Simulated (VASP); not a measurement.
MgTe:

```
CELL_PARAMETERS angstrom
0.00000 3.22043 3.22043
3.22043 0.00000 3.22043
3.22043 3.22043 0.00000
ATOMIC_POSITIONS crystal
Mg 0.00000 0.00000 0.00000
Te 0.25000 0.25000 0.25000
```

The cell was built by a generator and needn't be a form met in nature.

Base run:

* Program: VASP 6.6.1
* Functional: HSE06
* Potentials or basis: VASP PAW PBE potentials, release 64 (Mg, Te)
* Cutoff: 520 eV
* k mesh: 6 × 6 × 6
* Occupations: gaussian, width 0.03 eV
* Spin: no spin polarisation

Its results: band gap on the k mesh 3.23 eV, direct; pressure 0.2 GPa.

The run is repeated on the same cell with these changes: functional from HSE06 to PBE0. What comes out?

Band gap on the k mesh 3.86 eV, direct; pressure 0.2 GPa.

Caveats: the PAW data sets were made with another functional, which shifts forces and pressure a little; spin-orbit coupling is left out, which moves the levels of the heavy elements.
